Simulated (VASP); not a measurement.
# TiO2: single point with PBE

Crystal: TiO2.

```xyz
12
Lattice="4.5318 0.0000 0.0000 0.0000 5.5019 0.0000 0.0000 0.0000 4.9063" Properties=species:S:1:pos:R:3 pbc="T T T"
Ti    0.0000    0.9675    1.2266
Ti    2.2659    1.7835    3.6797
Ti    0.0000    4.5344    3.6797
Ti    2.2659    3.7184    1.2266
O     1.2243    2.1039    2.0582
O     1.0416    0.6471    4.5114
O     3.4902    0.6471    2.8481
O     3.3075    2.1039    0.3949
O     3.3075    3.3980    2.8481
O     3.4902    4.8548    0.3949
O     1.0416    4.8548    2.0582
O     1.2243    3.3980    4.5114
```

Measurements of this composition are mostly on another form, of space group No. 141.

The cell isn't the ideal one: ions relaxed at fixed cell.

```json
{
 "Program": "VASP 6.6.1",
 "Task": "single point",
 "Functional": "PBE",
 "Potentials or basis": "VASP PAW PBE potentials, release 64 (Ti_sv, O)",
 "Cutoff": "520 eV",
 "k mesh": "5 × 4 × 4",
 "Occupations": "fermi-dirac, width 0.02 eV",
 "Spin": "no spin polarisation"
}
```

```yaml
Pressure: 6.5 GPa
Largest_force: 0.051 eV/Å
Band_gap_on_the_k_mesh: 2.65 eV, indirect (least direct gap 2.70 eV)
```

Forces in eV/Å, atoms in the order of the input:
```
Ti   0.000 -0.043  0.000
Ti   0.000  0.043  0.000
Ti   0.000  0.043  0.000
Ti   0.000 -0.043  0.000
O    0.028  0.042  0.009
O   -0.028 -0.042  0.009
O    0.028 -0.042 -0.009
O   -0.028  0.042 -0.009
O   -0.028 -0.042 -0.009
O    0.028  0.042 -0.009
O   -0.028  0.042  0.009
O    0.028 -0.042  0.009
```

Stress tensor (GPa, compression positive):
```
6.86 0.00 0.00
0.00 6.80 0.00
0.00 0.00 5.78
```

Levels at points of the mesh, in eV from the valence-band top:
```tsv
k point	band 45	band 46	band 47	band 48	band 49	band 50	band 51	band 52
(0.00, 0.00, 0.00)	-0.51	-0.44	-0.05	0.00	2.70	2.71	2.85	2.87
(0.00, 0.50, 0.00)	-1.22	-1.22	-0.14	-0.14	2.79	2.79	3.23	3.23
(0.00, 0.00, 0.50)	-0.43	-0.43	-0.31	-0.31	2.65	2.65	3.08	3.08
(0.00, 0.50, 0.50)	-0.45	-0.45	-0.45	-0.45	2.94	2.94	2.94	2.94
```

Wall time 2.9 min on 1 thread of Intel(R) Xeon(R) 6975P-C (Granite Rapids), with other jobs on the host, peak memory 0.3 GiB.

Caveat: an odd mesh through Γ misses points on the zone boundary, where band edges often lie.
